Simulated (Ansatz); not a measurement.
# Ga: the cost of one run

Computed with Ansatz 0.2.0 (DFT PBE, scalar-relativistic, plane waves, PAW, unless a step names another level, unless a step's input says otherwise).

2 further runs of the same task are left out: 1 that didn't finish, 1 set aside as unsound or not needed.

**1. The system as given**

It takes space group P6_3/mmc (No. 194, hexagonal). Conventional cell: a = 2.986 Å, b = 2.986 Å, c = 4.946 Å, α = 90.00°, β = 90.00°, γ = 120.00°. Around Ga (site symmetry -6m2) lie 12 Ga at 2.99 to 3.01 Å.

As a file:

```
Ga
1.0
     2.98565    0.00000    0.00000
    -1.49283    2.58565    0.00000
     0.00000    0.00000    4.94564
Ga
2
Direct
  0.66667 0.33333 0.25006
  0.33333 0.66667 0.74994
```

It is the end of an earlier relaxation with the same method, from a database cell with other species swapped in; it needn't be the stable form of this composition. At a tolerance of 0.05 Å it has space group P6_3/mmc (No. 194); it has 19.09 Å³/atom, an uncorrected energy of +0.03 eV/atom over the standard state.

**2. Electronic structure at the relaxed geometry**

Contents of input.yaml:

```yaml
crystal:
  lattice:
    - [2.9856533568, -2.9e-09, 0.0]
    - [-1.4928266759, 2.5856516554, 0.0]
    - [0.0, 0.0, 4.9456391329]
  atoms:
    - { symbol: Ga, position: [0.6666666667, 0.3333333333, 0.250060756] }
    - { symbol: Ga, position: [0.3333333333, 0.6666666667, 0.749939244] }
basis:
  ecutwfc: 420
kpoints:
  mp_grid: { grid: [24, 24, 12] }
  band_path:
    path:
      - [[0.0, 0.0, 0.0], [0.5, 0.0, 0.0], [0.33333333, 0.33333333, 0.0], [0.0, 0.0, 0.0], [0.0, 0.0, 0.5], [0.5, 0.0, 0.5], [0.33333333, 0.33333333, 0.5], [0.0, 0.0, 0.5]]
      - [[0.5, 0.0, 0.5], [0.5, 0.0, 0.0]]
      - [[0.33333333, 0.33333333, 0.5], [0.33333333, 0.33333333, 0.0]]
    npoints: 14
hamiltonian:
  xc: pbe
scf:
  occupations: { method: gaussian, width: 0.1 }
  n_extra_bands: 6
output:
  forces: true
  stress: true
  eigenvalues: true
  populations: true
  dos: { projected: true, de: 0.02, nscf_kmesh: { grid: [29, 29, 15] } }
  bader: true
  write_density: true
  write_potential: true
  elf: true
  volumetric_format: npy
```

Started as:

```sh
$ ansatz run input.yaml --threads 1 --pin off --max-ram 2560MiB --backend cpu --events-out ev --progress --plain --runs-dir out
```

Q: Estimate wall time and peak memory on 1 thread of Arm Neoverse V2, shared host.

About 48 s, with a peak of 0.76 GiB.
